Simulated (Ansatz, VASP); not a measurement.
## Ag: VASP beside Ansatz

```
CELL_PARAMETERS angstrom
0.00000 2.04275 2.04275
2.04275 0.00000 2.04275
2.04275 2.04275 0.00000
ATOMIC_POSITIONS crystal
Ag 0.00000 0.00000 0.00000
```

Alike in both runs: task relaxation of cell and atoms; functional PBE; dispersion D3(BJ); k mesh 11 × 11 × 11; occupations fermi-dirac, width 0.05 eV; no spin polarisation.

```csv
,VASP,Ansatz
version,VASP 6.6.1,Ansatz 0.2.0
potentials or method,"VASP PAW PBE potentials, release 64 (Ag)",Ansatz PAW
plane-wave cutoff (eV),600,420
valence electrons in the cell,11,19
```

Ansatz gave:

* relaxed volume (Å³/atom): 16.85
* relaxed cell length with the largest relative difference (Å): 2.878
* energy change over the relaxation (meV/atom): -1

**Question.** What did VASP give for the same quantities?

**Answer.** Relaxed volume (Å³/atom): 16.81; relaxed cell length with the largest relative difference (Å): 2.875; energy change over the relaxation (meV/atom): -1.

The two sets of potentials don't hold the same shells in valence.

Caveats: pairwise dispersion overbinds metals, which lowers pressure and volume (VASP); the plane-wave basis is chosen anew once the cell has moved, so the energies of steps on either side of that aren't comparable (Ansatz).
